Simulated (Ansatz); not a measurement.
This P structure is the end of a relaxation. The cell was found from a structure generator's guess, not taken from experiment.

Method: DFT PBE, scalar-relativistic, plane waves, PAW (Ansatz). Cutoff 420 eV, Γ-centred mesh, Gaussian smearing, no spin polarisation.

```
P
1.0
     2.78284    1.60667    6.87305
    -2.78284    1.60667    6.87305
     0.00000   -3.21335    6.87305
P
10
Direct
  0.75000 0.75000 0.75000
  0.25000 0.25000 0.25000
  0.00000 0.00000 0.00000
  0.50000 0.50000 0.50000
  0.13590 0.36410 0.75000
  0.75000 0.13590 0.36410
  0.36410 0.75000 0.13590
  0.25000 0.86410 0.63590
  0.86410 0.63590 0.25000
  0.63590 0.25000 0.86410
```

Energies count from the standard state of P at the same level. The references include black phosphorus.

(1) What space group does it have?

(2) How far does it lie from the standard state of P?

(3) Is it a metal?

(4) From what recipe could a structure generator have reached it?

Answers

(1) R-3c (No. 167). Conventional cell: a = 5.566 Å, c = 20.619 Å. Around P on a site of symmetry 32 lie 3 P at 2.15 Å; P on a site of symmetry -3 has 6 P at 2.44 Å; P on a site of symmetry 2 has 1 P at 2.15 Å and 2 P at 2.44 Å.

(2) +0.47 eV/atom. So it is a metastable form at best.

(3) Yes, bands cross the Fermi level on the 12×12×12 mesh.

(4) One such recipe: 3-, 6-connected net of one element (R-3c, No. 167). Other recipes can lead to the same cell.

The last run used a 12×12×12 mesh for its 10-atom cell and Gaussian smearing of 0.10 eV. The reference form of P is held partly by dispersion forces, which this level lacks. Symmetry constrained the relaxation, so the result can be a saddle point. Another cell of P relaxed alike, in Pm-3m, lies 0.38 eV/atom lower, so this cell isn't the stable form at this level.
